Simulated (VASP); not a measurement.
Nb: core levels with PBEsol

The system is Nb.

```
CELL_PARAMETERS angstrom
6.65580 0.00000 0.00000
0.00000 6.65580 0.00000
0.00000 0.00000 6.65580
ATOMIC_POSITIONS crystal
Nb 0.00000 0.00000 0.00000
Nb 0.50000 0.00000 0.00000
Nb 0.00000 0.50000 0.00000
Nb 0.00000 0.00000 0.50000
Nb 0.25000 0.25000 0.25000
Nb 0.50000 0.50000 0.00000
Nb 0.50000 0.00000 0.50000
Nb 0.75000 0.25000 0.25000
Nb 0.00000 0.50000 0.50000
Nb 0.25000 0.75000 0.25000
Nb 0.25000 0.25000 0.75000
Nb 0.50000 0.50000 0.50000
Nb 0.75000 0.75000 0.25000
Nb 0.75000 0.25000 0.75000
Nb 0.25000 0.75000 0.75000
Nb 0.75000 0.75000 0.75000
```

```json
{
  "Program": "VASP 6.6.1",
  "Task": "core levels",
  "Functional": "PBEsol",
  "Potentials or basis": "VASP PAW PBE potentials, release 64 (Nb_pv)",
  "Cutoff": "500 eV",
  "k mesh": "5 × 5 × 5",
  "Occupations": "methfessel-paxton, width 0.1 eV",
  "Spin": "no spin polarisation",
  "Further INCAR settings": "ALGO = Fast; EDIFF = 1e-06"
}
```

- Pressure: -6.7 GPa
- Band gap on the k mesh: none (metal or under the smearing width)

Levels at points of the mesh, in eV from the Fermi level:
```
           k point  band 81  band 82  band 83  band 84  band 85  band 86  band 87  band 88  band 89  band 90
(0.00, 0.00, 0.00)    -0.98     0.37     0.37     0.37     0.98     0.98     0.98     0.98     0.98     0.98
```

Core levels (eV, on the scale of the bands):
```tsv
atom	levels
1 Nb	1s -18796.7, 2s -2621.9, 2p -2340.0, 3s -430.3, 3p -338.2, 3d -187.7, 4s -49.5
2 Nb	1s -18796.7, 2s -2621.9, 2p -2340.0, 3s -430.3, 3p -338.2, 3d -187.7, 4s -49.5
3 Nb	1s -18796.7, 2s -2621.9, 2p -2340.0, 3s -430.3, 3p -338.2, 3d -187.7, 4s -49.5
4 Nb	1s -18796.7, 2s -2621.9, 2p -2340.0, 3s -430.3, 3p -338.2, 3d -187.7, 4s -49.5
5 Nb	1s -18796.7, 2s -2621.9, 2p -2340.0, 3s -430.3, 3p -338.2, 3d -187.7, 4s -49.5
6 Nb	1s -18796.7, 2s -2621.9, 2p -2340.0, 3s -430.3, 3p -338.2, 3d -187.7, 4s -49.5
```

It took 5.1 min on 4 MPI ranks on AMD EPYC 7R13 Processor (Zen 3) (shared host), peak memory 0.45 GiB a rank.

Caveat: the PAW data sets were made with another functional, which shifts forces and pressure a little.
